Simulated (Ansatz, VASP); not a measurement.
# Si in VASP and in Ansatz

```
CELL_PARAMETERS angstrom
2.38574 0.00000 0.00000
-1.19287 2.06611 0.00000
0.00000 0.00000 3.96385
ATOMIC_POSITIONS crystal
Si 0.33333 0.66667 0.25000
Si 0.66667 0.33333 0.75000
```

Change from the starting cell: volume scaled by 0.7, LAPW.

Alike in both runs: task single point; functional PBEsol; k mesh 17 × 17 × 9; occupations fermi-dirac, width 0.08 eV; no spin polarisation.

|  | VASP | Ansatz |
| --- | --- | --- |
| version | VASP 6.6.1 | Ansatz 0.2.0 |
| potentials or method | VASP PAW PBE potentials, release 64 (Si), cutoff 520 eV | all-electron LAPW, scalar-relativistic |

```csv
,VASP,Ansatz,Ansatz less VASP
pressure (GPa),78.1,77.7,-0.42
largest component of the traceless stress (GPa),0.21,0.16,-0.049
```

Ansatz ran all-electron here, so the differences hold the error of VASP's frozen core and of both bases.

Caveats: the cell as given lies far from equilibrium; so large a pressure means that the cell lies far from this level's equilibrium, or that cutoff or potentials fall short (VASP); the potentials were made for another functional, which shifts forces and pressure (VASP).
